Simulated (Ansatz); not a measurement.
The polar optical mode of ZnS at 25 GPa, worked through

Level of theory: DFT LDA, scalar-relativistic, plane waves, PAW (Ansatz). Cutoff 420 eV, 10×10×10 k-points (Γ-centred), fixed occupations. No spin polarisation. Phonons by linear response, acoustic sum rule imposed.

The cell, relaxed at 25 GPa:
```
Zn S
1.0
     0.00000    2.48607    2.48607
     2.48607    0.00000    2.48607
     2.48607    2.48607    0.00000
Zn S
1 1
Direct
  0.00000 0.00000 0.00000
  0.75000 0.75000 0.75000
```

The real crystal has changed phase below this pressure.

Linear response gives ν_TO = 395.4 cm⁻¹, Born charges ±1.621 e (positive on Zn) and ε∞ = 6.314. The primitive cell holds 30.730 Å³, and the masses are 65.380 and 32.060 amu.

Question: Find ν_LO and the static dielectric constant.

Answer: The long-wave field adds a restoring force: ω_LO² − ω_TO² = Z*²e²/(ε_vac ε∞ μV). In these units ν_LO² − ν_TO² = 4.92064×10⁷ Z*²/(μ V ε∞) cm⁻², with μ = m₁m₂/(m₁ + m₂) = 21.512 amu: 30975 cm⁻². So ν_LO = √(395.4² + 30975) = 432.8 cm⁻¹, and the run gives 432.8. Lyddane–Sachs–Teller then gives ε0 = ε∞ (ν_LO/ν_TO)² = 7.56, against 7.56 in the run (it forms both from the same three quantities, so the match checks the arithmetic only). Between ν_TO and ν_LO the dielectric function is negative and an undamped crystal reflects fully: a reststrahlen band from 23.1 to 25.3 μm.

Question: What do the Clausius–Mossotti polarisability and the Szigeti charge come to?

Answer: With the Lorentz local field, α = (3V/4π)(ε∞ − 1)/(ε∞ + 2) = 4.69 Å³ for the pair, and e_S = 3Z*/(ε∞ + 2) = 0.58 e. The Born charge includes the electrons' response to the dipole's own local field, and e_S takes that enhancement out. The Lorentz field assumes point-like polarisable ions, a poor picture once ε∞ is this large, since the electron clouds then overlap or are shared, so both numbers are formal here.

Question: How strongly does a slow electron couple to the LO mode?

Answer: For one isotropic parabolic band, Fröhlich's constant is α_F = (1/ε∞ − 1/ε0) √(m* Ry/ħω_LO), with Ry = 13.606 eV, ħω_LO = 53.7 meV and m* in free-electron masses: α_F = 0.0262 × 15.92 × √m* = 0.42 √m*. The band mass isn't part of this run; for m* = 0.1, 0.3 and 1 it gives 0.13, 0.23, 0.42. In weak coupling the polaron lies α_F ħω_LO below the band edge (12 meV at m* = 0.3) with a mass m*(1 + α_F/6); past α_F of about 5 or 6 that expansion fails. A semilocal functional's ε∞ tends to be too large, which taken alone lowers α_F.

Cost: 1 run of about 1.9 core-minutes, on Intel Xeon Processor @ 2.50GHz (Skylake/Cascade Lake) (shared hosts).

The lattice adds only modestly to the dielectric response: ε∞ is 6.314 and the static constant 7.56, so most of the screening is electronic. The same balance appears in the phonons, where the long-range field raises the polar mode from 395.4 to 432.8 cm⁻¹, a small shift beside the restoring force already present in the transverse mode. This fits partly covalent bonding between Zn 4s/4p and S 3p states, with stiff bonds that limit the ionic displacement in a field and polarisable electrons that screen the dipoles it creates. The small gap between the two dielectric constants also keeps the Fröhlich coupling weak for all three trial masses, so a conduction electron with a mass in that range should form a large, mobile polaron rather than trap itself through this mode.

The real, fairly high transverse frequency doesn't conflict with the crystal's phase change, since a reconstructive first-order transition needs no soft zone-centre mode. Stability against acoustic or zone-boundary distortions remains untested.
